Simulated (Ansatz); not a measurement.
LiI (rock salt)

```yaml
crystal:
  lattice:
    - [0.00000, 6.01904, 6.01904]
    - [3.00952, 0.00000, 3.00952]
    - [3.00952, 3.00952, 0.00000]
  atoms:
    - { symbol: I, position: [0.00000, 0.00000, 0.00000] }
    - { symbol: I, position: [0.50000, 0.00000, 0.00000] }
    - { symbol: Li, position: [0.25000, 0.50000, 0.50000] }
    - { symbol: Li, position: [0.75000, 0.50000, 0.50000] }
```

A phonon eigenvector at L = (0.5, 0.0, 0.0) is frozen into this cell: atom i moves by Q times the vector below, so Q is the largest atomic displacement, in Å. The cell is held. It is one choice among 2 degenerate patterns. (q is in reciprocal vectors of the primitive cell; the cell shown is doubled to hold the pattern.)

```json
[
 {"atom": "I1", "x": "0.285", "y": "-0.520", "z": "0.805"},
 {"atom": "I2", "x": "-0.285", "y": "0.520", "z": "-0.805"}
]
```

Atoms not listed stay in place.

Calculation: PBE (plane waves to 420 eV, PAW, scalar-relativistic; Ansatz, a first-principles code). k mesh 5×10×10 (Γ-centred), Fermi-Dirac smearing 0.05 eV. E stands for the smeared free energy. LiI was relaxed with its symmetry unable to fall. Spin-orbit coupling is left out, though I is heavy. The zero of ΔE is the undisplaced structure.

Task: Estimate the ΔE (eV/cell) and −dE/dQ from forces (eV/Å) for Q (Å) = -0.180, -0.150, 0.030, 0.060, 0.120.

Result: 
| Q (Å) | ΔE (eV/cell) | −dE/dQ from forces (eV/Å) |
|---|---|---|
| -0.180 | 0.0290 | 0.330 |
| -0.150 | 0.0200 | 0.271 |
| 0.030 | 0.0008 | -0.052 |
| 0.060 | 0.0031 | -0.105 |
| 0.120 | 0.0127 | -0.214 |

(For displaced atoms, the force is minus the slope of the energy, and its curvature is a force constant, which sets phonon frequencies.)
